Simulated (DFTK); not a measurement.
Crystal: Sb.

```
Sb
1.0
    -1.87134    1.87134    1.87134
     1.87134   -1.87134    1.87134
     1.87134    1.87134   -1.87134
Sb
1
Direct
  0.00000 0.00000 0.00000
```

This isn't the form of Sb at room conditions, which is rhombohedral.

Base run:

* Program: DFTK 0.8.2
* Functional: PBE
* Potentials or basis: SPMS 1.0 (PBE)
* Cutoff: 1225 eV
* k mesh: 10 × 10 × 10
* Occupations: fermi-dirac, width 0.05 eV
* Spin: no spin polarisation

Its results: band gap on the k mesh none (metal or under the smearing width); pressure 3.2 GPa.

Task: The run is repeated on the same cell with these changes: potentials or basis from SPMS 1.0 (PBE) to cp2k.nc.sr.pbe.v0_1.largecore.gth (PBE, GTH); cutoff from 1225 eV to 735 eV; valence electrons from 15 to 5. What comes out?

Result: Band gap on the k mesh none (metal or under the smearing width); pressure 3.8 GPa.

Caveats: GTH potentials come without recommended cutoffs, and this one wasn't checked for convergence (some runs).
